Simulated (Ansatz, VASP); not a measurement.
## CdS in VASP and in Ansatz

```
Cd S
1.0
     4.26117    0.00000    0.00000
    -2.13058    3.69028    0.00000
     0.00000    0.00000    5.80417
Cd S
1 1
Direct
  0.00000 0.00000 0.44269
  0.66667 0.33333 0.43431
```

Measurements of this composition are mostly on another form, of space group No. 186.

Alike in both runs: task single point; functional r2SCAN; k mesh 6 × 6 × 4; no spin polarisation.

|  | VASP | Ansatz |
| --- | --- | --- |
| version | VASP 6.6.1 | Ansatz 0.2.0 |
| potentials or method | VASP PAW PBE potentials, release 64 (Cd, S) | plane waves, PAW |
| plane-wave cutoff (eV) | 520 | 530 |
| occupations | gaussian, width 0.01 eV | fixed |
| valence electrons in the cell | 18 | 26 |

|  | VASP | Ansatz | Ansatz less VASP |
| --- | --- | --- | --- |
| gap on the k mesh at the Fermi level (eV) | 1.90 | 1.91 | +0.005 |

The two sets of potentials don't hold the same shells in valence.

 A k mesh can miss the band edges. r2SCAN opens gaps a little over a GGA but as a rule still falls short of measured ones.
